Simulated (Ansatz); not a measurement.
**Cu, simple cubic: how the functional moves the structure**

All rows: Ansatz, plane waves with scalar-relativistic PAW, 420 eV (500 eV for the SCAN forms), relaxed under each functional, no dispersion correction, no zero-point motion. B₀ comes from uniform scaling at fixed shape; a dash is a value not given.

```
functional  V (Å³/atom)         cell  B₀ (GPa)     magnetic state  ΔE to fcc (meV/atom)
       PBE        13.94  a = 2.407 Å       102  spin not included                   471
    r²SCAN        13.30  a = 2.369 Å       119  spin not included                   506
    PBEsol        13.14  a = 2.360 Å       124  spin not included                   531
       LDA        12.60  a = 2.327 Å       141  spin not included                   538
    revPBE        14.35  a = 2.430 Å        92  spin not included                   454
      RPBE        14.51  a = 2.439 Å        89  spin not included                   447
      BLYP        14.81  a = 2.456 Å        84  spin not included                   317
```

LDA gives the smallest volume and BLYP the largest.
